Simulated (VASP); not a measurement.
AlN, 4 atoms in the cell. The structure is hexagonal, space group P6_3mc (No. 186). Conventional cell: a = 3.190 Å, b = 3.190 Å, c = 5.115 Å, α = 90.00°, β = 90.00°, γ = 120.00°. Al (site symmetry 3m) is surrounded by 4 N at 1.94 to 1.95 Å. Around N (site symmetry 3m) lie 4 Al at 1.94 to 1.95 Å.  The cell isn't the ideal one: a relaxed cell with its volume scaled by 1.06.

- Program: VASP 6.6.1
- Task: relaxation of shape and atoms at fixed volume
- Functional: PBE
- Potentials or basis: VASP PAW PBE potentials, release 64 (Al, N)
- Cutoff: 520 eV
- k mesh: 9 × 9 × 4
- Occupations: gaussian, width 0.02 eV
- Spin: no spin polarisation
- Further INCAR settings: ALGO = Normal; EDIFF = 1e-07; IBRION = 2; EDIFFG = -0.002; NSW = 80; ISIF = 4

Potentials or basis: VASP PAW PBE potentials, release 64 (Al, N).

The run is started by

```bash
$ cat potpaw_PBE.64/Al/POTCAR potpaw_PBE.64/N/POTCAR > POTCAR
$ mpirun -np 1 vasp_std > vasp.out
```

Hardware: 1 thread of AMD EPYC 7R13 Processor (Zen 3) (shared host).

**Question.** Estimate the wall time of this run.

**Answer.** Run time: 32 s on 1 thread of AMD EPYC 7R13 Processor (Zen 3), on a shared host, peak memory 0.12 GiB. Counts: scf iterations 32, k points 36, ion steps 5.
